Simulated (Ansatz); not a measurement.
# GeO$_{2}$ in the rutile structure (space group P4_2/mnm, No. 136)

```cif
data_Ge2O4
_chemical_formula_sum 'Ge2 O4'
_space_group_name_H-M_alt 'P42/mnm'
_space_group_IT_number 136
_space_group_name_Hall '-P 4n 2n'
_cell_length_a 4.48750
_cell_length_b 4.48750
_cell_length_c 2.90497
_cell_angle_alpha 90.000
_cell_angle_beta 90.000
_cell_angle_gamma 90.000
loop_
_atom_site_label
_atom_site_type_symbol
_atom_site_symmetry_multiplicity
_atom_site_Wyckoff_symbol
_atom_site_fract_x
_atom_site_fract_y
_atom_site_fract_z
_atom_site_occupancy
Ge1 Ge 2 a 0.00000 0.00000 0.00000 1
O1 O 4 f 0.30714 0.30714 0.00000 1
```

All numbers come from Kohn–Sham DFT with the PBE functional, run in Ansatz (a program for electronic structure) with PAW and 420 eV plane waves, no spin-orbit coupling. Settings: 8×8×11 k-points, 0.05 eV Fermi–Dirac smearing.

The volume per atom is 9.75 Å³, the density is 5.94 g/cm³ and the band gap is 1.23 eV, direct at Γ. The electron mass comes out as 0.19 mₑ along c, 0.22 mₑ across. The hole mass comes out as 1.9 mₑ along c, 1.2 mₑ across, the lowest conduction-band minima above the VBM is Γ 1.23 eV and the total energy comes out as -1809.890 eV/atom (σ→0; compares only within this code and set-up).

Masses are band curvatures over ±0.01 Å⁻¹ around the edge. No phonon test of stability was made.
